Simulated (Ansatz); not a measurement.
Bi$_{2}$Se$_{3}$: random displacements

The calculation used DFT PBE, scalar-relativistic, plane waves, PAW (Ansatz 0.2.0). Cutoff 420 eV, Γ-centred 12×12×12 k-points, Gaussian smearing of 0.03 eV. Spin–orbit coupling is left out, which can shift energies with elements as heavy as these. No spin polarisation. Energies are free energies at this smearing, counted from the undisturbed cell; pressure is positive in compression.

The starting cell (as given, not relaxed at this level):

```yaml
crystal:
  lattice:
    - [2.07150, 1.19598, 9.54533]
    - [-2.07150, 1.19598, 9.54533]
    - [0.00000, -2.39196, 9.54533]
  atoms:
    - { symbol: Bi, position: [0.40080, 0.40080, 0.40080] }
    - { symbol: Bi, position: [0.59920, 0.59920, 0.59920] }
    - { symbol: Se, position: [0.00000, 0.00000, 0.00000] }
    - { symbol: Se, position: [0.21170, 0.21170, 0.21170] }
    - { symbol: Se, position: [0.78830, 0.78830, 0.78830] }
```

The atoms are displaced (Å, in the unstrained cell):

```csv
atom,ux,uy,uz
Bi1,0.014,0.182,-0.286
Bi2,0.101,0.009,-0.196
Se3,0.034,0.154,0.157
Se4,-0.310,-0.185,0.004
Se5,0.161,-0.160,0.322
```

Strain (Voigt, engineering shear): (-0.0067, 0.0100, 0.0147, 0.0054, 0.0056, -0.0144).

Question: What are the energy change, the stress and the forces?

Answer: ΔE = 397.0 meV/atom; stress (xx, yy, zz, yz, xz, xy; compression positive) (8.28, 3.94, 3.10, -3.19, -5.68, 3.66) GPa.
```csv
atom,Fx (eV/Å),Fy,Fz
Bi1,0.04,-0.01,2.77
Bi2,-3.00,-1.68,2.92
Se3,-0.11,-0.37,-1.10
Se4,3.28,1.87,-2.89
Se5,-0.20,0.19,-1.70
```

Cost: 1 run of about 2.5 core-minutes, on AMD EPYC 9R45 (Zen 5) (shared hosts).